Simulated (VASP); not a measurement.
A run of VASP 6.6.1 is set up as follows.

INCAR

```
SYSTEM = GaAs
ALGO     = Normal         ! electronic algorithm
EDIFF    = 1E-7           ! SCF threshold, eV
ENCUT    = 520            ! plane-wave cutoff, eV
GGA      = PE             ! functional
ISIF     = 2              ! what is computed and relaxed
ISMEAR   = -1             ! smearing method
LASPH    = .True.         ! aspherical terms in the spheres
LCHARG   = .False.        ! write CHGCAR
LREAL    = .False.        ! projectors in reciprocal space
LWAVE    = .False.        ! write WAVECAR
NBANDS   = 16             ! bands
NELM     = 100            ! most SCF steps
PREC     = Accurate       ! precision mode
SIGMA    = 0.02           ! smearing width, eV
```

The input KPOINTS:

```
k-points
0
Gamma
  8 8 8
  0 0 0
```

The input POSCAR:

```
GaAs
1.0
    0.0000000000      2.8330850947      2.8330850947
    2.9132614029      0.0000000000      2.8330850947
    2.9132614029      2.8330850947      0.0000000000
Ga As
1 1
Direct
    0.0000000000      0.0000000000      0.0000000000
    0.2500000000      0.2500000000      0.2500000000
```

Potentials or basis: VASP PAW PBE potentials, release 64 (Ga_d, As).

Launch:

```bash
$ cat potpaw_PBE.64/Ga_d/POTCAR potpaw_PBE.64/As/POTCAR > POTCAR
$ mpirun -np 1 vasp_std > vasp.out
```

Question: Estimate the band gap on the k mesh.

Answer: 0.20 eV, direct.

Question: Estimate the pressure.

Answer: 1.0 GPa.

Stress tensor (GPa, compression positive):
```
-0.14  0.00  0.00
 0.00  1.58  0.00
 0.00  0.00  1.58
```
